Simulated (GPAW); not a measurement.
# ZrB2 (P6/mmm) in GPAW: a series of runs

Runs on ZrB2. Level: PBEsol. Tasks: relaxation of cell and atoms.

Everything below comes from runs of GPAW 26.7.0. Logs are shortened: lines on timing, memory, paths and dates and some standing lists are left out, and cuts for length are marked. The log counts tension as positive stress, the text compression.

### Step 1. The crystal as given

Symmetry: P6/mmm, No. 191, hexagonal system. Conventional cell: a = 3.170 Å, b = 3.170 Å, c = 3.533 Å, α = 90.00°, β = 90.00°, γ = 120.00°. Zr (site symmetry 6/mmm) has 12 B at 2.54 Å as nearest neighbours. B (site symmetry -6m2) is surrounded by 3 B at 1.83 Å.

### Step 2. Relaxation of cell and atoms, PBEsol

Input file run.py:

```python
from ase import Atoms
from ase.filters import FrechetCellFilter
from ase.io import write
from ase.optimize import BFGS
from gpaw import GPAW, PW, setup_paths

setup_paths.insert(0, '.')

atoms = Atoms(['Zr', 'B', 'B'],
              cell=[[3.17, 0.0, 0.0],
                    [-1.585, 2.74530053, 0.0],
                    [0.0, 0.0, 3.533]],
              scaled_positions=[[0.0, 0.0, 0.0],
                                [0.6666666667, 0.3333333333, 0.5],
                                [0.3333333333, 0.6666666667, 0.5]],
              pbc=True)

calc = GPAW(mode=PW(800),
            xc='PBEsol',
            kpts={'size': (7, 7, 6), 'gamma': True},
            occupations={'name': 'fermi-dirac', 'width': 0.05},
            nbands=20,
            convergence={'density': 1e-05, 'forces': 0.0001},
            maxiter=150,
            txt='gpaw.txt')
atoms.calc = calc
opt = BFGS(FrechetCellFilter(atoms), trajectory='relax.traj', logfile='-')
done = opt.run(fmax=0.02, steps=60)
calc.write('gs.gpw')
write('result.traj', atoms)
print('Converged:', done)
print('Cell:', atoms.cell.cellpar().round(4))
print('Volume:', round(atoms.get_volume(), 4))
print(atoms.get_scaled_positions().round(5))
```

Potentials or basis: PAW data sets generated in the run's folder for this functional, pw.

Run with:

```console
$ gpaw-setup -f PBEsol B Zr
$ OMP_NUM_THREADS=1 python run.py
```

gpaw.txt:

```text
__  _  _
 | _ |_)|_||  |
 |__||  | ||/\| - 26.7.0

Input parameters:
  mode=PW(ecut=800.0),
  convergence={'density': 1e-05, 'forces': 0.0001},
  kpts=MonkhorstPack(size=(7, 7, 6), gamma=True),
  maxiter=150,
  nbands=20,
  occupations=Occupations(name='fermi-dirac', width=0.05),
  xc=XC(name='PBEsol')

Diagonalizing LCAO Hamiltonian
Converting LCAO to pw mode

         B  B

       Zr

Atoms  # Å, Bohr magnetons
|   | symbol |         x |        y |        z |    initial magnetic moments |
|---|--------|-----------|----------|----------|-----------------------------|
| 0 |     Zr |  0.000000 | 0.000000 | 0.000000 | ( 0.0000,  0.0000,  0.0000) |
| 1 |      B |  1.585000 | 0.915100 | 1.766500 | ( 0.0000,  0.0000,  0.0000) |
| 2 |      B | -0.000000 | 1.830200 | 1.766500 | ( 0.0000,  0.0000,  0.0000) |

Unit cell  # Å
| periodic |         x |        y |        z |  lengths |     angles |
|----------|-----------|----------|----------|----------|------------|
|      yes |  3.170000 | 0.000000 | 0.000000 | 3.170000 |  90.000000 |
|      yes | -1.585000 | 2.745301 | 0.000000 | 3.170000 |  90.000000 |
|      yes |  0.000000 | 0.000000 | 3.533000 | 3.533000 | 120.000000 |

Number of symmetries: 24
Symmetry operations  # r_c * U_cc + t_c -> r_c
|    | kind |            matrix            |
|----|------|------------------------------|
|  0 |  σ   |  1, 1, 0,  0,-1, 0,  0, 0, 1 |
|  1 |  C2  |  1, 1, 0,  0,-1, 0,  0, 0,-1 |
|  2 |  C6  |  1, 1, 0, -1, 0, 0,  0, 0, 1 |
|  3 |  S6  |  1, 1, 0, -1, 0, 0,  0, 0,-1 |
|  4 |  E   |  1, 0, 0,  0, 1, 0,  0, 0, 1 |
|  5 |  σ   |  1, 0, 0,  0, 1, 0,  0, 0,-1 |
|  6 |  σ   |  1, 0, 0, -1,-1, 0,  0, 0, 1 |
|  7 |  C2  |  1, 0, 0, -1,-1, 0,  0, 0,-1 |
|  8 |  σ   |  0, 1, 0,  1, 0, 0,  0, 0, 1 |
|  9 |  C2  |  0, 1, 0,  1, 0, 0,  0, 0,-1 |
| 10 |  C3  |  0, 1, 0, -1,-1, 0,  0, 0, 1 |
| 11 |  S3  |  0, 1, 0, -1,-1, 0,  0, 0,-1 |
| 12 |  C6  |  0,-1, 0,  1, 1, 0,  0, 0, 1 |
| 13 |  S6  |  0,-1, 0,  1, 1, 0,  0, 0,-1 |
[... 218 lines left out ...]
         B  B

       Zr

Atoms  # Å, Bohr magnetons
|   | symbol |         x |        y |        z |    initial magnetic moments |
|---|--------|-----------|----------|----------|-----------------------------|
| 0 |     Zr | -0.000000 | 0.000000 | 0.000000 | ( 0.0000,  0.0000,  0.0000) |
| 1 |      B |  1.582850 | 0.913859 | 1.763498 | ( 0.0000,  0.0000,  0.0000) |
| 2 |      B | -0.000000 | 1.827718 | 1.763498 | ( 0.0000,  0.0000,  0.0000) |

Unit cell  # Å
| periodic |         x |        y |        z |  lengths |     angles |
|----------|-----------|----------|----------|----------|------------|
|      yes |  3.165701 | 0.000000 | 0.000000 | 3.165701 |  90.000000 |
|      yes | -1.582850 | 2.741577 | 0.000000 | 3.165701 |  90.000000 |
|      yes |  0.000000 | 0.000000 | 3.526996 | 3.526996 | 120.000000 |

Number of symmetries: 24
Symmetry operations  # r_c * U_cc + t_c -> r_c
|    | kind |            matrix            |
|----|------|------------------------------|
|  0 |  σ   |  1, 1, 0,  0,-1, 0,  0, 0, 1 |
|  1 |  C2  |  1, 1, 0,  0,-1, 0,  0, 0,-1 |
|  2 |  C6  |  1, 1, 0, -1, 0, 0,  0, 0, 1 |
|  3 |  S6  |  1, 1, 0, -1, 0, 0,  0, 0,-1 |
|  4 |  E   |  1, 0, 0,  0, 1, 0,  0, 0, 1 |
|  5 |  σ   |  1, 0, 0,  0, 1, 0,  0, 0,-1 |
|  6 |  σ   |  1, 0, 0, -1,-1, 0,  0, 0, 1 |
|  7 |  C2  |  1, 0, 0, -1,-1, 0,  0, 0,-1 |
|  8 |  σ   |  0, 1, 0,  1, 0, 0,  0, 0, 1 |
|  9 |  C2  |  0, 1, 0,  1, 0, 0,  0, 0,-1 |
| 10 |  C3  |  0, 1, 0, -1,-1, 0,  0, 0, 1 |
| 11 |  S3  |  0, 1, 0, -1,-1, 0,  0, 0,-1 |
| 12 |  C6  |  0,-1, 0,  1, 1, 0,  0, 0, 1 |
| 13 |  S6  |  0,-1, 0,  1, 1, 0,  0, 0,-1 |
[... 192 lines left out ...]
|         15 |        17.076 |     0.000 |
|         16 |        19.774 |     0.000 |
|        ... |               |           |
|         19 |        31.478 |     0.000 |

No gap
No difference between direct/indirect transitions

Stress tensor  # eV/Ang^3
|        x |        y |        z |
|----------|----------|----------|
| 0.021402 | 0.000000 | 0.000000 |
| 0.000000 | 0.021402 | 0.000000 |
| 0.000000 | 0.000000 | 0.028393 |

Forces  # eV/Ang
|        x |        y |       z |
|----------|----------|---------|
| -0.00000 |  0.00000 | 0.00000 |  # Zr   0
| -0.00000 |  0.00000 | 0.00000 |  # B    1
|  0.00000 | -0.00000 | 0.00000 |  # B    2
[... 7 lines left out ...]
Atoms  # Å, Bohr magnetons
|   | symbol |         x |        y |         z |    initial magnetic moments |
|---|--------|-----------|----------|-----------|-----------------------------|
| 0 |     Zr | -0.000000 | 0.000000 | -0.000000 | ( 0.0000,  0.0000,  0.0000) |
| 1 |      B |  1.575154 | 0.909415 |  1.752133 | ( 0.0000,  0.0000,  0.0000) |
| 2 |      B | -0.000000 | 1.818831 |  1.752133 | ( 0.0000,  0.0000,  0.0000) |

Unit cell  # Å
| periodic |         x |         y |        z |  lengths |     angles |
|----------|-----------|-----------|----------|----------|------------|
|      yes |  3.150307 | -0.000000 | 0.000000 | 3.150307 |  90.000000 |
|      yes | -1.575154 |  2.728246 | 0.000000 | 3.150307 |  90.000000 |
|      yes |  0.000000 | -0.000000 | 3.504266 | 3.504266 | 120.000000 |

Number of symmetries: 24
Symmetry operations  # r_c * U_cc + t_c -> r_c
|    | kind |            matrix            |
|----|------|------------------------------|
|  0 |  σ   |  1, 1, 0,  0,-1, 0,  0, 0, 1 |
|  1 |  C2  |  1, 1, 0,  0,-1, 0,  0, 0,-1 |
|  2 |  C6  |  1, 1, 0, -1, 0, 0,  0, 0, 1 |
|  3 |  S6  |  1, 1, 0, -1, 0, 0,  0, 0,-1 |
|  4 |  E   |  1, 0, 0,  0, 1, 0,  0, 0, 1 |
|  5 |  σ   |  1, 0, 0,  0, 1, 0,  0, 0,-1 |
|  6 |  σ   |  1, 0, 0, -1,-1, 0,  0, 0, 1 |
|  7 |  C2  |  1, 0, 0, -1,-1, 0,  0, 0,-1 |
|  8 |  σ   |  0, 1, 0,  1, 0, 0,  0, 0, 1 |
|  9 |  C2  |  0, 1, 0,  1, 0, 0,  0, 0,-1 |
| 10 |  C3  |  0, 1, 0, -1,-1, 0,  0, 0, 1 |
| 11 |  S3  |  0, 1, 0, -1,-1, 0,  0, 0,-1 |
| 12 |  C6  |  0,-1, 0,  1, 1, 0,  0, 0, 1 |
| 13 |  S6  |  0,-1, 0,  1, 1, 0,  0, 0,-1 |
[... 221 lines left out ...]
Atoms  # Å, Bohr magnetons
|   | symbol |         x |        y |         z |    initial magnetic moments |
|---|--------|-----------|----------|-----------|-----------------------------|
| 0 |     Zr | -0.000000 | 0.000000 | -0.000000 | ( 0.0000,  0.0000,  0.0000) |
| 1 |      B |  1.575440 | 0.909580 |  1.751987 | ( 0.0000,  0.0000,  0.0000) |
| 2 |      B | -0.000000 | 1.819161 |  1.751987 | ( 0.0000,  0.0000,  0.0000) |

Unit cell  # Å
| periodic |         x |        y |         z |  lengths |     angles |
|----------|-----------|----------|-----------|----------|------------|
|      yes |  3.150879 | 0.000000 |  0.000000 | 3.150879 |  90.000000 |
|      yes | -1.575440 | 2.728741 | -0.000000 | 3.150879 |  90.000000 |
|      yes |  0.000000 | 0.000000 |  3.503974 | 3.503974 | 120.000000 |

Number of symmetries: 24
Symmetry operations  # r_c * U_cc + t_c -> r_c
|    | kind |            matrix            |
|----|------|------------------------------|
|  0 |  σ   |  1, 1, 0,  0,-1, 0,  0, 0, 1 |
|  1 |  C2  |  1, 1, 0,  0,-1, 0,  0, 0,-1 |
|  2 |  C6  |  1, 1, 0, -1, 0, 0,  0, 0, 1 |
|  3 |  S6  |  1, 1, 0, -1, 0, 0,  0, 0,-1 |
|  4 |  E   |  1, 0, 0,  0, 1, 0,  0, 0, 1 |
|  5 |  σ   |  1, 0, 0,  0, 1, 0,  0, 0,-1 |
|  6 |  σ   |  1, 0, 0, -1,-1, 0,  0, 0, 1 |
|  7 |  C2  |  1, 0, 0, -1,-1, 0,  0, 0,-1 |
|  8 |  σ   |  0, 1, 0,  1, 0, 0,  0, 0, 1 |
|  9 |  C2  |  0, 1, 0,  1, 0, 0,  0, 0,-1 |
| 10 |  C3  |  0, 1, 0, -1,-1, 0,  0, 0, 1 |
| 11 |  S3  |  0, 1, 0, -1,-1, 0,  0, 0,-1 |
| 12 |  C6  |  0,-1, 0,  1, 1, 0,  0, 0, 1 |
| 13 |  S6  |  0,-1, 0,  1, 1, 0,  0, 0,-1 |
[... 144 lines left out ...]
SCF iterations
|iter     | |      energy | eigst |  dens |force |
|---------|-|-------------|-------|-------|------|
|iter:   1| |  -25.423113 | -4.27 |       |      |
|iter:   2| |  -25.423112 | -6.35 | -3.81 |      |
|iter:   3| |  -25.423109c| -6.74 | -3.85 |      |
|iter:   4| |  -25.423109c| -8.18c| -4.45 |      |
|iter:   5| |  -25.423109c| -9.10c| -4.84 |      |
|iter:   6| |  -25.423109c| -8.80c| -5.45c|      |
|iter:   7| |  -25.423109c|-10.07c| -6.19c|-16.27c|

Converged in 7 steps
Energy contributions relative to reference atoms: (reference = -99169.565572)

Energy contributions:
  Kinetic:          19.425646
  Coulomb:         -18.043523
  Zero:              0.389598
  External:          0.000000
  Xc:              -27.193411
  Entropy:          -0.002838
  Spinorbit:         0.000000
  ----------------------------
  Free energy:     -25.424528
  Extrapolated:    -25.423109
[... 50 lines left out ...]
Atoms  # Å, Bohr magnetons
|   | symbol |         x |        y |         z |    initial magnetic moments |
|---|--------|-----------|----------|-----------|-----------------------------|
| 0 |     Zr | -0.000000 | 0.000000 | -0.000000 | ( 0.0000,  0.0000,  0.0000) |
| 1 |      B |  1.576762 | 0.910344 |  1.750054 | ( 0.0000,  0.0000,  0.0000) |
| 2 |      B | -0.000000 | 1.820688 |  1.750054 | ( 0.0000,  0.0000,  0.0000) |

Unit cell  # Å
| periodic |         x |         y |         z |  lengths |     angles |
|----------|-----------|-----------|-----------|----------|------------|
|      yes |  3.153524 |  0.000000 |  0.000000 | 3.153524 |  90.000000 |
|      yes | -1.576762 |  2.731032 | -0.000000 | 3.153524 |  90.000000 |
|      yes |  0.000000 | -0.000000 |  3.500108 | 3.500108 | 120.000000 |

Number of symmetries: 24
Symmetry operations  # r_c * U_cc + t_c -> r_c
|    | kind |            matrix            |
|----|------|------------------------------|
|  0 |  σ   |  1, 1, 0,  0,-1, 0,  0, 0, 1 |
|  1 |  C2  |  1, 1, 0,  0,-1, 0,  0, 0,-1 |
|  2 |  C6  |  1, 1, 0, -1, 0, 0,  0, 0, 1 |
|  3 |  S6  |  1, 1, 0, -1, 0, 0,  0, 0,-1 |
|  4 |  E   |  1, 0, 0,  0, 1, 0,  0, 0, 1 |
|  5 |  σ   |  1, 0, 0,  0, 1, 0,  0, 0,-1 |
|  6 |  σ   |  1, 0, 0, -1,-1, 0,  0, 0, 1 |
|  7 |  C2  |  1, 0, 0, -1,-1, 0,  0, 0,-1 |
|  8 |  σ   |  0, 1, 0,  1, 0, 0,  0, 0, 1 |
|  9 |  C2  |  0, 1, 0,  1, 0, 0,  0, 0,-1 |
| 10 |  C3  |  0, 1, 0, -1,-1, 0,  0, 0, 1 |
| 11 |  S3  |  0, 1, 0, -1,-1, 0,  0, 0,-1 |
| 12 |  C6  |  0,-1, 0,  1, 1, 0,  0, 0, 1 |
| 13 |  S6  |  0,-1, 0,  1, 1, 0,  0, 0,-1 |
[... 192 lines left out ...]
|         15 |        17.305 |     0.000 |
|         16 |        20.049 |     0.000 |
|        ... |               |           |
|         19 |        31.980 |     0.000 |

No gap
No difference between direct/indirect transitions

Stress tensor  # eV/Ang^3
|         x |        y |        z |
|-----------|----------|----------|
|  0.000342 | 0.000000 | 0.000000 |
| -0.000000 | 0.000342 | 0.000000 |
|  0.000000 | 0.000000 | 0.001495 |

Forces  # eV/Ang
|        x |        y |       z |
|----------|----------|---------|
|  0.00000 |  0.00000 | 0.00000 |  # Zr   0
| -0.00000 |  0.00000 | 0.00000 |  # B    1
|  0.00000 | -0.00000 | 0.00000 |  # B    2

# Writing to gs.gpw (mode='')
```

Wall time 82 s (1 thread of Arm Neoverse V1, shared host); peak memory 0.24 GiB.

What came out:

```yaml
Free_energy: -25.4247 eV
Relaxed_volume: 10.05 Å³/atom
Relaxed_cell: a = 3.154 Å, b = 3.154 Å, c = 3.500 Å, α = 90.00°, β = 90.00°, γ = 120.00°
Space_group_after_relaxing_to_0.05_Å: P6/mmm (No. 191)
Energy_gained_by_relaxing: 3.0 meV/atom
Ionic_steps: 5
Pressure_after_relaxing: -0.1 GPa
Band_gap_on_the_k_mesh: none (metal or under the smearing width)
```

Step by step:
```tsv
step	energy change (eV)	largest force (eV/Å)	pressure (GPa)	volume (Å³)
1	0.0000	0.0000	-4.83	30.75
2	-0.0036	0.0000	-3.80	30.61
3	-0.0089	0.0000	0.13	30.12
4	-0.0089	0.0000	0.06	30.13
5	-0.0091	0.0000	-0.12	30.14
```

Final structure:
```
CELL_PARAMETERS angstrom
3.15352 0.00000 0.00000
-1.57676 2.73103 0.00000
0.00000 0.00000 3.50011
ATOMIC_POSITIONS crystal
Zr 0.00000 0.00000 0.00000
B 0.66667 0.33333 0.50000
B 0.33333 0.66667 0.50000
```

Caveat: later steps reuse the first step's grids.

### Step 3. Relaxation of cell and atoms, PBEsol, target pressure 2 GPa, at which the enthalpy is minimised

run.py, as its differences from that of step 2:

```diff
@@ -4,2 +4,3 @@
 from ase.optimize import BFGS
+from ase.units import GPa
 from gpaw import GPAW, PW, setup_paths
@@ -26,3 +27,3 @@
 atoms.calc = calc
-opt = BFGS(FrechetCellFilter(atoms), trajectory='relax.traj', logfile='-')
+opt = BFGS(FrechetCellFilter(atoms, scalar_pressure=2 * GPa), trajectory='relax.traj', logfile='-')
 done = opt.run(fmax=0.02, steps=60)
```

Potentials or basis: PAW data sets generated in the run's folder for this functional, pw.

Run with:

```console
$ gpaw-setup -f PBEsol B Zr
$ OMP_NUM_THREADS=1 python run.py
```

It took 92 s on 1 thread of Arm Neoverse V1, shared host; peak memory 0.24 GiB.

The run converged. Its results:

* Free energy: -25.4232 eV
* Relaxed volume: 9.97 Å³/atom
* Relaxed cell: a = 3.146 Å, b = 3.146 Å, c = 3.490 Å, α = 90.00°, β = 90.00°, γ = 120.00°
* Space group after relaxing (to 0.05 Å): P6/mmm (No. 191)
* Energy change on relaxing (the enthalpy is what falls): -2.5 meV/atom
* Ionic steps: 6
* Pressure after relaxing: 1.9 GPa
* Band gap on the k mesh: none (metal or under the smearing width)

Stress tensor (GPa, compression positive):
```
1.89 0.00 0.00
0.00 1.89 0.00
0.00 0.00 1.76
```

Step by step:
| step | energy change (eV) | largest force (eV/Å) | pressure (GPa) | volume (Å³) |
| --- | --- | --- | --- | --- |
| 1 | 0.0000 | 0.0000 | -4.83 | 30.75 |
| 2 | -0.0047 | 0.0000 | -3.37 | 30.55 |
| 3 | -0.0069 | 0.0000 | 2.20 | 29.88 |
| 4 | -0.0071 | 0.0000 | 2.05 | 29.89 |
| 5 | -0.0076 | 0.0000 | 1.82 | 29.92 |
| 6 | -0.0076 | 0.0000 | 1.85 | 29.91 |

Final structure:
```cif
data_structure
_symmetry_space_group_name_H-M 'P 1'
_symmetry_Int_Tables_number 1
_cell_length_a 3.1460
_cell_length_b 3.1460
_cell_length_c 3.4896
_cell_angle_alpha 90.000
_cell_angle_beta 90.000
_cell_angle_gamma 120.000
_cell_volume 29.91
loop_
_atom_site_label
_atom_site_type_symbol
_atom_site_fract_x
_atom_site_fract_y
_atom_site_fract_z
_atom_site_occupancy
Zr1 Zr 0.00000 0.00000 0.00000 1
B1 B 0.66667 0.33333 0.50000 1
B2 B 0.33333 0.66667 0.50000 1
```

Levels at points of the mesh, in eV from the Fermi level:
```tsv
k point	band 6	band 7	band 8	band 9	band 10	band 11	band 12	band 13
(0.00, 0.00, 0.00)	-2.51	-2.51	-2.47	-2.08	3.71	3.71	4.56	4.56
(0.00, 0.00, 0.50)	-6.85	-0.78	-0.78	0.47	0.47	0.98	0.98	2.16
```

Caveat: later steps reuse the first step's grids.

(Continued in part 2 of 2.)
